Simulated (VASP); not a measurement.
# Si2N (I4/mmm) in VASP: notebook

Runs on Si2N. Level: PBEsol. Tasks: electric field gradients, core levels, phonons, elastic constants.

Program: VASP 6.6.1. These are calculated values, not measurements. Logs are shortened: lines on timing, memory, paths and dates and some standing lists are left out, and cuts for length are marked.

**1. The crystal as given**

The structure is tetragonal, space group I4/mmm (No. 139). The conventional cell has a = 4.091 Å, b = 4.091 Å, c = 4.797 Å, α = 90.00°, β = 90.00°, γ = 90.00°. Around Si (site symmetry -4m2) lie 4 N at 2.37 Å and 2 Si at 2.40 Å. N (site symmetry 4/mmm) is surrounded by 8 Si at 2.37 Å.

The cell was built by a generator and needn't be a form met in nature.

**2. Electric field gradients, PBEsol**

Input file INCAR:

```
PREC = Accurate ; ENCUT = 520
EDIFF = 1E-8 ; ISMEAR = 0
SIGMA = 0.02 ; LREAL = F
LASPH = T ; NELM = 60
ALGO = Fast ; ISIF = 2
LWAVE = F ; LCHARG = F
GGA = PS ; LEFG = T
```

Input file KPOINTS:

```
Automatic mesh
0
Gamma
  9 9 9
```

Input file POSCAR:

```
Si2N
1.0
   -2.0455600000      2.0455600000      2.3983700000
    2.0455600000     -2.0455600000      2.3983700000
    2.0455600000      2.0455600000     -2.3983700000
Si N
2 1
Direct
    0.7500000000      0.2500000000      0.5000000000
    0.2500000000      0.7500000000      0.5000000000
    0.0000000000      0.0000000000      0.0000000000
```

Potentials or basis: VASP PAW PBE potentials, release 64 (Si, N).

Started as:

```sh
$ cat potpaw_PBE.64/Si/POTCAR potpaw_PBE.64/N/POTCAR > POTCAR
$ mpirun -np 1 vasp_std > vasp.out
```

OUTCAR:

```text
PREC = Accurate
   ENCUT = 520
   EDIFF = 1E-8
   ISMEAR = 0
   LREAL = F
   LASPH = T
   NELM = 60
   ISIF = 2
   GGA = PS

 ion  position               nearest neighbor table
   1  0.750  0.250  0.500-   3 2.37   3 2.37   3 2.37   3 2.37   2 2.40   2 2.40   2 2.89   2 2.89
                             2 2.89   2 2.89
   2  0.250  0.750  0.500-   3 2.37   3 2.37   3 2.37   3 2.37   1 2.40   1 2.40   1 2.89   1 2.89
                             1 2.89   1 2.89
   3  0.000  0.000  0.000-   1 2.37   2 2.37   1 2.37   2 2.37   1 2.37   2 2.37   1 2.37   2 2.37

  LATTYP: Found a body centered tetragonal cell.
 ALAT       =     4.0911200000
 C/A-ratio  =     1.1724759968

  Lattice vectors:

 A1 = (  -2.0455600000,   2.0455600000,   2.3983700000)
 A2 = (   2.0455600000,  -2.0455600000,   2.3983700000)
 A3 = (   2.0455600000,   2.0455600000,  -2.3983700000)

Analysis of symmetry for initial positions (statically):
=====================================================================
 Subroutine PRICEL returns:
 Original cell was already a primitive cell.

 Routine SETGRP: Setting up the symmetry group for a
 body centered tetragonal supercell.

 Subroutine GETGRP returns: Found 16 space group operations
 (whereof 16 operations were pure point group operations)
 out of a pool of 16 trial point group operations.

The static configuration has the point symmetry D_4h.

Analysis of symmetry for dynamics (positions and initial velocities):
=====================================================================
 Subroutine PRICEL returns:
 Original cell was already a primitive cell.

 Routine SETGRP: Setting up the symmetry group for a
 body centered tetragonal supercell.

 Subroutine GETGRP returns: Found 16 space group operations
 (whereof 16 operations were pure point group operations)
 out of a pool of 16 trial point group operations.

The dynamic configuration has the point symmetry D_4h.

 Subroutine INISYM returns: Found 16 space group operations
 (whereof 16 operations are pure point group operations),
 and found     1 'primitive' translations

----------------------------------------------------------------------------------------

                                     Primitive cell

  volume of cell :      40.1421

  direct lattice vectors                    reciprocal lattice vectors
    -2.045560000  2.045560000  2.398370000     0.000000000  0.244431843  0.208474923
     2.045560000 -2.045560000  2.398370000     0.244431843  0.000000000  0.208474923
     2.045560000  2.045560000 -2.398370000     0.244431843  0.244431843  0.000000000

  length of vectors
     3.757766635  3.757766635  3.757766635     0.321261138  0.321261138  0.345678827

  position of ions in fractional coordinates (direct lattice)
     0.750000000  0.250000000  0.500000000
     0.250000000  0.750000000  0.500000000
     0.000000000  0.000000000  0.000000000

  ion indices of the primitive-cell ions
   primitive index   ion index
                 1           1
                 2           2
                 3           3

----------------------------------------------------------------------------------------

 KPOINTS: Automatic mesh

Automatic generation of k-mesh.
 Grid dimensions read from file:
 generate k-points for:    9    9    9

 Generating k-lattice:

  Cartesian coordinates                     Fractional coordinates (reciprocal lattice)
     0.000000000  0.027159094  0.023163880     0.111111111  0.000000000  0.000000000
     0.027159094  0.000000000  0.023163880     0.000000000  0.111111111  0.000000000
     0.027159094  0.027159094  0.000000000     0.000000000  0.000000000  0.111111111

  Length of vectors
[... 46 lines left out ...]
   PREC   = accura    normal or accurate (medium, high low for compatibility)
   ISTART =      0    job   : 0-new  1-cont  2-samecut
   ICHARG =      2    charge: 1-file 2-atom 10-const
   ISPIN  =      1    spin polarized calculation?
   LNONCOLLINEAR =      F non collinear calculations
   LSORBIT =      F    spin-orbit coupling
   LASPH  =      T    aspherical Exc in radial PAW
   ENCUT  =  520.0 eV  38.22 Ry    6.18 a.u.   6.99  6.99  6.99*2*pi/ulx,y,z
   NELM   =     60;   NELMIN=  2; NELMDL= -5     # of ELM steps
   EDIFF  = 0.1E-07   stopping-criterion for ELM
   LREAL  =      F    real-space projection
   EDIFFG = 0.1E-06   stopping-criterion for IOM
   NSW    =      0    number of steps for IOM
   IBRION =     -1    ionic relax: 0-MD 1-quasi-New 2-CG
   NFREE  =      0    steps in history (QN), initial steepest desc. (CG)
   ISIF   =      2    stress and relaxation
   ISYM   =      2    0-nonsym 1-usesym 2-fastsym
   POTIM  = 0.5000    time-step for ionic-motion
   TEBEG  =    0.0;   TEEND  =   0.0 temperature during run
   PSTRESS=    0.0 pullay stress
   NELECT =      13.0000    total number of electrons
   NUPDOWN=      -1.0000    fix difference up-down
   EMIN   =  10.00;   EMAX   =-10.00  energy-range for DOS
   EFERMI =   0.00;   METHOD = LEGACY
   ISMEAR =     0;   SIGMA  =   0.02  broadening in eV -4-tet -1-fermi 0-gaus
   EFERMI_NEDOS =   21; number of points for ismear=-14 and -15
   IALGO  =     68    algorithm
   IMIX   =      4    mixing-type and parameters
     AMIX     =   0.40;   BMIX     =  1.00
     AMIX_MAG =   1.60;   BMIX_MAG =  1.00
  volume/ion in A,a.u.               =      13.38        90.30
  Fermi-wavevector in a.u.,A,eV,Ry     =   1.124231  2.124489 17.196355  1.263896
  Thomas-Fermi vector in A             =   2.260902
   LORBIT       =      0    0 simple, 1 ext, 2 COOP (PROOUT), +10 PAW based schemes
   GGA     = PS    functional components
   LHFCALC =     F    Hartree Fock is set to
   AEXX    =    0.0000 exact exchange contribution
   IVDW    =     0    specifies the selected vdW correction
   LEPSILON=     F    determine dielectric tensor
   LRPA    =     F    only Hartree local field effects (RPA)
 non-spin polarized calculation
 RMM-DIIS sequential band-by-band and
 Gauss-broadening in eV      SIGMA  =   0.02
  energy-cutoff  :      520.00
  volume of cell :       40.14
 maximum number of plane-waves:      1100
   NGX = 13   NGY = 13   NGZ = 13

 number of electron      12.9999999 magnetization

 Free energy of the ion-electron system (eV)
  ---------------------------------------------------
  ext. energy  EPLUGINS =         0.00000000
  ---------------------------------------------------
  free energy    TOTEN  =       -16.33079200 eV

  energy without entropy =      -16.33048526  energy(sigma->0) =      -16.33063863

 E-fermi :   8.0155     XC(G=0): -10.9857

 val. band max:        8.0052002029   @ k =  -0.2222  -0.4444   0.1111
 cond. band min:       8.0413040817   @ k =   0.3333   0.1111   0.0000
 fundamental gap:      0.0361038788
 Fermi energy:         8.0155240420

 k-point     1 :       0.0000    0.0000    0.0000
  band No.  band energies     occupation
      1      -8.6285      2.00000
      2       0.8143      2.00000
      3       3.8947      2.00000
      4       3.8947      2.00000
      5       4.6760      2.00000
      6       5.7895      2.00000
      7       8.4309      0.00000
      8       8.4309      0.00000
      9       8.5658      0.00000
     10      11.7216      0.00000
[... 287 lines left out ...]
 k-point    24 :       0.4444    0.4444    0.0000
  band No.  band energies     occupation
      1      -6.9341      2.00000
      2      -2.7196      2.00000
      3       1.1578      2.00000
      4       2.5113      2.00000
      5       4.7053      2.00000
      6       5.6823      2.00000
      7       8.6600      0.00000
      8       9.0223      0.00000
      9      12.1119      0.00000
     10      12.7549      0.00000

 [... further k-points ...]

------------------------ aborting loop because EDIFF is reached ----------------------------------------

  FORCE on cell =-STRESS in cart. coord.  units (eV):
  Direction    XX          YY          ZZ          XY          YZ          ZX
  --------------------------------------------------------------------------------------
  -------------------------------------------------------------------------------------
  Total       -0.9347544     -0.9347544     -0.4011343      0.0000000     -0.0000000      0.0000000
  in kB      -37.3084748    -37.3084748    -16.0103123      0.0000000     -0.0000000      0.0000000
  external PRESSURE =     -30.2090873 kB  Pullay stress =       0.0000000 kB

 VOLUME and BASIS-vectors are now :
 -----------------------------------------------------------------------------
  energy-cutoff  :      520.00
  volume of cell :       40.14
      direct lattice vectors                 reciprocal lattice vectors
    -2.045560000  2.045560000  2.398370000     0.000000000  0.244431843  0.208474923
     2.045560000 -2.045560000  2.398370000     0.244431843  0.000000000  0.208474923
     2.045560000  2.045560000 -2.398370000     0.244431843  0.244431843  0.000000000

 POSITION                                       TOTAL-FORCE (eV/Angst)
 -----------------------------------------------------------------------------------
      0.00000      2.04556      1.19918        -0.000000     -0.000000     -0.000000
      2.04556      0.00000      1.19918         0.000000      0.000000     -0.000000
      0.00000      0.00000      0.00000         0.000000     -0.000000      0.000000
 -----------------------------------------------------------------------------------
    total drift:                               -0.000000     -0.000000      0.000000

  FREE ENERGIE OF THE ION-ELECTRON SYSTEM (eV)
  ---------------------------------------------------
  free  energy   TOTEN  =       -16.3307920011 eV

  energy  without entropy=      -16.3304852638  energy(sigma->0) =      -16.33063863

 Electric field gradients (V/A^2)
---------------------------------------------------------------------
 ion       V_xx      V_yy      V_zz      V_xy      V_xz      V_yz
---------------------------------------------------------------------
   1      23.543    23.543   -47.086     0.000     0.000     0.000
   2      23.543    23.543   -47.086     0.000     0.000     0.000
   3      -6.058    -6.058    12.115    -0.001    -0.001    -0.001
---------------------------------------------------------------------

 Electric field gradients after diagonalization (V/A^2)
 (convention: |V_zz| > |V_xx| > |V_yy|)
----------------------------------------------------------------------
 ion       V_xx      V_yy      V_zz     asymmetry (V_yy - V_xx)/ V_zz
----------------------------------------------------------------------
   1      23.543    23.543   -47.086       0.000
   2      23.543    23.543   -47.086       0.000
   3      -6.059    -6.057    12.115       0.000
----------------------------------------------------------------------

           NMR quadrupolar parameters

 Cq : quadrupolar parameter    Cq=e*Q*V_zz/h
 eta: asymmetry parameters     (V_yy - V_xx)/ V_zz
 Q  : nuclear electric quadrupole moment in mb (millibarn)
----------------------------------------------------------------------
 ion       Cq(MHz)       eta       Q (mb)
----------------------------------------------------------------------
   1      -0.114       0.000       1.000
   2      -0.114       0.000       1.000
   3       0.029       0.000       1.000
----------------------------------------------------------------------
```

Run time: 16 s. Hardware: 1 thread of Intel Xeon 6975P-C (Granite Rapids), shared host; peak memory 0.16 GiB.

What came out:

| Item | Value |
| --- | --- |
| Free energy | -16.3308 eV |
| Pressure | -3.0 GPa |
| Band gap on the k mesh | none (metal or under the smearing width) |

Stress tensor (GPa, compression positive):
```
-3.73  0.00  0.00
 0.00 -3.73  0.00
 0.00  0.00 -1.60
```

Levels at points of the mesh, in eV from the Fermi level:
| k point | band 2 | band 3 | band 4 | band 5 | band 6 | band 7 | band 8 | band 9 | band 10 |
| --- | --- | --- | --- | --- | --- | --- | --- | --- | --- |
| (0.00, 0.00, 0.00) | -7.20 | -4.12 | -4.12 | -3.34 | -2.23 | 0.42 | 0.42 | 0.55 | 3.71 |

Electric field gradients, principal values (V/Å²):
```tsv
atom	Vxx	Vyy	Vzz
1 Si	23.543	23.543	-47.086
2 Si	23.543	23.543	-47.086
3 N	-6.057	-6.059	12.115
```

Caveat: the PAW data sets were made with another functional, which shifts forces and pressure a little.

(Part 1 of 3 ends here.)
